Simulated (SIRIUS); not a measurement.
Crystal: Ge.

```
CELL_PARAMETERS angstrom
-1.60842 1.60842 1.87318
1.60842 -1.60842 1.87318
1.60842 1.60842 -1.87318
ATOMIC_POSITIONS crystal
Ge 0.50000 0.50000 0.00000
```

The cell was built by a generator and needn't be a form met in nature.

| Quantity | Value |
| --- | --- |
| Program | SIRIUS 7.12.0 |
| Task | single point |
| Functional | PBE |
| Potentials or basis | all-electron FP-LAPW |
| Cutoff | 167 eV |
| Basis | apw+lo standard |
| k mesh | 12 × 12 × 12 |
| Occupations | fermi-dirac, width 0.05 eV |
| Spin | no spin polarisation |

On this cell: band gap on the k mesh none (metal or under the smearing width).

The same run follows on a disturbed copy (cell strained at random):

```
Ge
1.0
    -1.64855    1.58576    1.86236
     1.66529   -1.57913    1.87104
     1.63254    1.56312   -1.85667
Ge
1
Direct
  0.46933 0.48551 0.98579
```

**Question.** What does the disturbed cell give?

**Answer.** The energy (extrapolated to zero smearing) moves by +0.2 meV/atom; band gap on the k mesh none (metal or under the smearing width).
